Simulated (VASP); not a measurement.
Wanted: the native input for a VASP 6.6.1 run.

- Task: single point
- Functional: PBE
- Potentials or basis: VASP PAW PBE potentials, release 64 (Mo_sv)
- Cutoff: 520 eV
- k mesh: 12 × 12 × 1
- Occupations: methfessel-paxton, width 0.1 eV
- Spin: no spin polarisation
- Dipole correction: yes
- Further INCAR settings: ALGO = Fast; EDIFF = 1e-06; NBANDS = 36

The structure of Mo lies in POSCAR:

```
Mo                                      
1.0
    3.1617840000      0.0000000000      0.0000000000
    0.0000000000      3.1617840000      0.0000000000
    0.0000000000      0.0000000000     19.7426760000
  Mo            
     4
Direct
     0.5000000000000000    0.5000000000000000    0.3882378593940708
     0.0000000000000000    0.0000000000000000    0.4562131302690834
     0.5000000000000000    0.5000000000000000    0.5437868697309165
     0.0000000000000000    0.0000000000000000    0.6117621406059292
```

The slab is cut from a database's or a generator's crystal, which needn't be the stable form of the element.

These files were run (other wordings do the same):

INCAR

```
SYSTEM = Mo
ALGO = Fast
DIPOL = 0.5 0.5 0.500
EDIFF = 1E-6
ENCUT = 520
GGA = PE
ICORELEVEL = 1
IDIPOL = 3
ISIF = 2
ISMEAR = 1
KPAR = 2
LASPH = .TRUE.
LCHARG = .FALSE.
LDIPOL = .TRUE.
LREAL = .FALSE.
LVACPOTAV = .TRUE.
LVHAR = .TRUE.
LWAVE = .FALSE.
NBANDS = 36
NELM = 80
PREC = Accurate
SIGMA = 0.1
```

KPOINTS

```
k-points
0
G
  12 12 1
  0 0 0
```

Potentials or basis: VASP PAW PBE potentials, release 64 (Mo_sv).

Run with:

```bash
$ cat potpaw_PBE.64/Mo_sv/POTCAR > POTCAR
$ mpirun -np 2 vasp_std > vasp.out
```

It gave:

```json
{
  "Largest force": "0.016 eV/Å",
  "Band gap on the k mesh": "none (metal or under the smearing width)",
  "Work function of the upper face": "3.84 eV",
  "Work function of the lower face": "3.84 eV"
}
```

It took 110 s on 2 MPI ranks on Intel(R) Xeon(R) Platinum 8488C (Sapphire Rapids), on a shared host, peak memory 0.35 GiB a rank.
